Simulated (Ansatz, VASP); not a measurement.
# Si: VASP beside Ansatz

Contents of INCAR:

```
SYSTEM = Si
PREC = Accurate
ENCUT = 520
EDIFF = 1E-6
ISMEAR = -1
SIGMA = 0.08
LREAL = .False.
LASPH = .True.
NELM = 60
ALGO = Normal
ISIF = 2
LWAVE = .False.
LCHARG = .False.
GGA = PE
NBANDS = 11
```

File KPOINTS:

```
Automatic mesh
0
Gamma
  12 12 12
  0 0 0
```

File POSCAR:

```
Si
1.0
    0.0000000000      2.2807354430      2.2807354430
    2.2807354430      0.0000000000      2.2807354430
    2.2807354430      2.2807354430      0.0000000000
Si
2
Direct
   -0.1250000000     -0.1250000000     -0.1250000000
    0.1250000000      0.1250000000      0.1250000000
```

Input for Ansatz:

```yaml
crystal:
  lattice:
    - [0.0, 2.280735443, 2.280735443]
    - [2.280735443, 0.0, 2.280735443]
    - [2.280735443, 2.280735443, 0.0]
  atoms:
    - { symbol: Si, position: [-0.125, -0.125, -0.125] }
    - { symbol: Si, position: [0.125, 0.125, 0.125] }
kpoints:
  mp_grid: { grid: [12, 12, 12] }
scf:
  occupations: { method: fermi_dirac, width: 0.08 }
hamiltonian:
  xc: pbe
  pseudopotentials: { kind: all_electron, lapw: { basis_error: 0.001 } }
output:
  forces: true
  stress: true
  eigenvalues: true
  populations: true
```

Change from the starting cell: volume scaled by 0.58, LAPW.

Alike in both runs: task single point; functional PBE; k mesh 12 × 12 × 12; occupations fermi-dirac, width 0.08 eV; no spin polarisation.

```csv
,VASP,Ansatz
version,VASP 6.6.1,Ansatz 0.2.0
potentials or method,"VASP PAW PBE potentials, release 64 (Si)","all-electron LAPW, scalar-relativistic"
plane-wave cutoff (eV),520,see its input
```

Ansatz gave:

* pressure (GPa): 140.8

Task: Estimate VASP's values.

Result: Pressure (GPa): 141.2.

Ansatz ran all-electron here, so the differences hold the error of VASP's frozen core and of both bases.

Caveats: the cell as given lies far from equilibrium; so large a pressure means that the cell lies far from this level's equilibrium, or that cutoff or potentials fall short (VASP).
